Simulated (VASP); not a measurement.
# W (Im-3m) in VASP: a series of runs

The runs below take W through single point, relaxation of cell and atoms, with LDA, PBE.

Everything below comes from runs of VASP 6.6.1. Logs are shortened: lines on timing, memory, paths and dates and some standing lists are left out, and cuts for length are marked.

### Step 1. Starting point

Symmetry: Im-3m, No. 229, cubic system. Conventional cell: a = 3.165 Å, b = 3.165 Å, c = 3.165 Å, α = 90.00°, β = 90.00°, γ = 90.00°. W (site symmetry m-3m) has 8 W at 2.74 Å as nearest neighbours.

### Step 2. Single point, LDA

File run.py:

```python
from ase.calculators.vasp import Vasp
from ase.dft.bandgap import bandgap
from ase.io import read

atoms = read('W.cif', primitive_cell=True, subtrans_included=False)
calc = Vasp(
    directory='calc',
    xc='lda',
    pp='LDA',
    setups='materialsproject',
    prec='Accurate',
    encut=520,
    ediff=1e-06,
    ismear=0,
    sigma=0.05,
    lreal=False,
    lasph=True,
    nelm=100,
    algo='Fast',
    isif=2,
    lwave=False,
    lcharg=False,
    kpts=[12, 12, 12],
    gamma=True,
    nbands=13,
)
atoms.calc = calc

print('energy (eV):', atoms.get_potential_energy())
print('free energy (eV):', atoms.get_potential_energy(force_consistent=True))
print('forces (eV/A):')
print(atoms.get_forces())
print('stress (eV/A^3, Voigt):', atoms.get_stress())
print('Fermi level (eV):', calc.get_fermi_level())
gap, top, bottom = bandgap(calc)
print('band gap (eV):', gap, 'from (spin, k, band)', top, 'to', bottom)
```

File W.cif:

```cif
data_W
_cell_length_a 3.16469000
_cell_length_b 3.16469000
_cell_length_c 3.16469000
_cell_angle_alpha 90.00000000
_cell_angle_beta 90.00000000
_cell_angle_gamma 90.00000000
_space_group_name_H-M_alt 'Im-3m'
_space_group_name_Hall '-I 4 2 3'
_space_group_IT_number 229
loop_
_space_group_symop_operation_xyz
'x,y,z'
'-x,-y,-z'
'-y,x,z'
'y,-x,-z'
'-x,-y,z'
'x,y,-z'
'y,-x,z'
'-y,x,-z'
'x,-y,-z'
'-x,y,z'
'-y,-x,-z'
'y,x,z'
'-x,y,-z'
'x,-y,z'
'y,x,-z'
'-y,-x,z'
'z,x,y'
'-z,-x,-y'
'z,-y,x'
'-z,y,-x'
'z,-x,-y'
'-z,x,y'
'z,y,-x'
'-z,-y,x'
'-z,x,-y'
'z,-x,y'
'-z,-y,-x'
'z,y,x'
'-z,-x,y'
'z,x,-y'
'-z,y,x'
'z,-y,-x'
'y,z,x'
'-y,-z,-x'
'x,z,-y'
'-x,-z,y'
'-y,z,-x'
'y,-z,x'
'-x,z,y'
'x,-z,-y'
'-y,-z,x'
'y,z,-x'
'-x,-z,-y'
'x,z,y'
'y,-z,-x'
'-y,z,x'
'x,-z,y'
'-x,z,-y'
'x+1/2,y+1/2,z+1/2'
'-x+1/2,-y+1/2,-z+1/2'
'-y+1/2,x+1/2,z+1/2'
'y+1/2,-x+1/2,-z+1/2'
'-x+1/2,-y+1/2,z+1/2'
'x+1/2,y+1/2,-z+1/2'
'y+1/2,-x+1/2,z+1/2'
'-y+1/2,x+1/2,-z+1/2'
'x+1/2,-y+1/2,-z+1/2'
'-x+1/2,y+1/2,z+1/2'
'-y+1/2,-x+1/2,-z+1/2'
'y+1/2,x+1/2,z+1/2'
'-x+1/2,y+1/2,-z+1/2'
'x+1/2,-y+1/2,z+1/2'
'y+1/2,x+1/2,-z+1/2'
'-y+1/2,-x+1/2,z+1/2'
'z+1/2,x+1/2,y+1/2'
'-z+1/2,-x+1/2,-y+1/2'
'z+1/2,-y+1/2,x+1/2'
'-z+1/2,y+1/2,-x+1/2'
'z+1/2,-x+1/2,-y+1/2'
'-z+1/2,x+1/2,y+1/2'
'z+1/2,y+1/2,-x+1/2'
'-z+1/2,-y+1/2,x+1/2'
'-z+1/2,x+1/2,-y+1/2'
'z+1/2,-x+1/2,y+1/2'
'-z+1/2,-y+1/2,-x+1/2'
'z+1/2,y+1/2,x+1/2'
'-z+1/2,-x+1/2,y+1/2'
'z+1/2,x+1/2,-y+1/2'
'-z+1/2,y+1/2,x+1/2'
'z+1/2,-y+1/2,-x+1/2'
'y+1/2,z+1/2,x+1/2'
'-y+1/2,-z+1/2,-x+1/2'
'x+1/2,z+1/2,-y+1/2'
'-x+1/2,-z+1/2,y+1/2'
'-y+1/2,z+1/2,-x+1/2'
'y+1/2,-z+1/2,x+1/2'
'-x+1/2,z+1/2,y+1/2'
'x+1/2,-z+1/2,-y+1/2'
'-y+1/2,-z+1/2,x+1/2'
'y+1/2,z+1/2,-x+1/2'
'-x+1/2,-z+1/2,-y+1/2'
'x+1/2,z+1/2,y+1/2'
'y+1/2,-z+1/2,-x+1/2'
'-y+1/2,z+1/2,x+1/2'
'x+1/2,-z+1/2,y+1/2'
'-x+1/2,z+1/2,-y+1/2'
loop_
_atom_site_label
_atom_site_type_symbol
_atom_site_symmetry_multiplicity
_atom_site_Wyckoff_symbol
_atom_site_fract_x
_atom_site_fract_y
_atom_site_fract_z
_atom_site_occupancy
W1 W 2 a 0.0000000000 0.0000000000 0.0000000000 1
```

Potentials or basis: VASP PAW LDA potentials, release 64 (W_sv).

The run is started by

```sh
> python run.py
```

Standard output:

```text
energy (eV): -14.09634364
free energy (eV): -14.09685482
forces (eV/A):
[[-0.  0. -0.]]
stress (eV/A^3, Voigt): [ 0.04591555  0.04591555  0.04591555  0.         -0.         -0.        ]
Fermi level (eV): 11.27322198
band gap (eV): 0.0 from (spin, k, band) (None, None, None) to (None, None, None)
```

OUTCAR:

```text
ENCUT = 520.000000
   EDIFF = 1.00e-06
   PREC = Accurate
   ISIF = 2
   ISMEAR = 0
   NELM = 100
   LASPH = .TRUE.
   LREAL = .FALSE.

 ion  position               nearest neighbor table
   1  0.000  0.000  0.000-

  LATTYP: Found a body centered cubic cell.
 ALAT       =     3.1646900000

  Lattice vectors:

 A1 = (  -1.5823450000,   1.5823450000,   1.5823450000)
 A2 = (   1.5823450000,  -1.5823450000,   1.5823450000)
 A3 = (   1.5823450000,   1.5823450000,  -1.5823450000)

Analysis of symmetry for initial positions (statically):
=====================================================================
 Subroutine PRICEL returns:
 Original cell was already a primitive cell.

 Routine SETGRP: Setting up the symmetry group for a
 body centered cubic supercell.

 Subroutine GETGRP returns: Found 48 space group operations
 (whereof 48 operations were pure point group operations)
 out of a pool of 48 trial point group operations.

The static configuration has the point symmetry O_h .

Analysis of symmetry for dynamics (positions and initial velocities):
=====================================================================
 Subroutine PRICEL returns:
 Original cell was already a primitive cell.

 Routine SETGRP: Setting up the symmetry group for a
 body centered cubic supercell.

 Subroutine GETGRP returns: Found 48 space group operations
 (whereof 48 operations were pure point group operations)
 out of a pool of 48 trial point group operations.

The dynamic configuration has the point symmetry O_h .

 Subroutine INISYM returns: Found 48 space group operations
[... 157 lines left out ...]
 maximum number of plane-waves:       438
   NGX = 11   NGY = 11   NGZ = 11

 number of electron      14.0000004 magnetization

 Free energy of the ion-electron system (eV)
  ---------------------------------------------------
  ext. energy  EPLUGINS =         0.00000000
  ---------------------------------------------------
  free energy    TOTEN  =       -14.09685482 eV

  energy without entropy =      -14.09583247  energy(sigma->0) =      -14.09634364

 E-fermi :  11.2732     XC(G=0): -13.8292

 val. band max:       11.2718905920   @ k =  -0.1667   0.1667   0.1667
 cond. band min:      11.2966897083   @ k =   0.4167   0.0833   0.0000
 fundamental gap:      0.0247991163
 Fermi energy:        11.2732219774

 k-point     1 :       0.0000    0.0000    0.0000
  band No.  band energies     occupation
      1     -62.4138      2.00000
      2     -26.2220      2.00000
      3     -26.2220      2.00000
      4     -26.2220      2.00000
      5       1.7730      2.00000
      6      10.0679      2.00000
      7      10.0679      2.00000
      8      10.0679      2.00000
      9      13.5107      0.00000
     10      13.5107      0.00000
     11      25.8965      0.00000
     12      25.8965      0.00000
     13      25.8965      0.00000
[... 610 lines left out ...]
  band No.  band energies     occupation
      1     -62.2623      2.00000
      2     -27.4396      2.00000
      3     -26.7497      2.00000
      4     -26.3657      2.00000
      5       5.8466      2.00000
      6       8.3990      2.00000
      7       9.8800      2.00000
      8      12.4196      0.00000
      9      15.5738      0.00000
     10      17.8940      0.00000
     11      22.1295      0.00000
     12      25.3351      0.00000
     13      27.7240      0.00000

 [... further k-points ...]

------------------------ aborting loop because EDIFF is reached ----------------------------------------

  FORCE on cell =-STRESS in cart. coord.  units (eV):
  Direction    XX          YY          ZZ          XY          YZ          ZX
  --------------------------------------------------------------------------------------
  -------------------------------------------------------------------------------------
  Total       -0.7276510     -0.7276510     -0.7276510      0.0000000      0.0000000      0.0000000
  in kB      -73.5648172    -73.5648172    -73.5648172      0.0000000      0.0000000      0.0000000
  external PRESSURE =     -73.5648172 kB  Pullay stress =       0.0000000 kB

 VOLUME and BASIS-vectors are now :
 -----------------------------------------------------------------------------
  energy-cutoff  :      520.00
  volume of cell :       15.85
      direct lattice vectors                 reciprocal lattice vectors
    -1.582345000  1.582345000  1.582345000     0.000000000  0.315986716  0.315986716
     1.582345000 -1.582345000  1.582345000     0.315986716  0.000000000  0.315986716
     1.582345000  1.582345000 -1.582345000     0.315986716  0.315986716  0.000000000

 POSITION                                       TOTAL-FORCE (eV/Angst)
 -----------------------------------------------------------------------------------
      0.00000      0.00000      0.00000        -0.000000      0.000000     -0.000000
 -----------------------------------------------------------------------------------
    total drift:                                0.000000     -0.000000      0.000000

  FREE ENERGIE OF THE ION-ELECTRON SYSTEM (eV)
  ---------------------------------------------------
  free  energy   TOTEN  =       -14.0968548162 eV

  energy  without entropy=      -14.0958324714  energy(sigma->0) =      -14.09634364
```

INCAR:

```text
ENCUT = 520.000000
SIGMA = 0.050000
EDIFF = 1.00e-06
ALGO = Fast
PREC = Accurate
ISIF = 2
ISMEAR = 0
NBANDS = 13
NELM = 100
LASPH = .TRUE.
LCHARG = .FALSE.
LWAVE = .FALSE.
LREAL = .FALSE.
```

It took 25 s on 1 thread of Intel Xeon Platinum 8375C at 2.90GHz (Ice Lake), shared host; peak memory 0.12 GiB.

Results:

| Property | Result |
| --- | --- |
| Free energy | -14.0969 eV |
| Pressure | -7.4 GPa |
| Band gap on the k mesh | none (metal or under the smearing width) |

Spin-orbit coupling is left out, which matters for the levels of W.

[end of part 1 of 2]
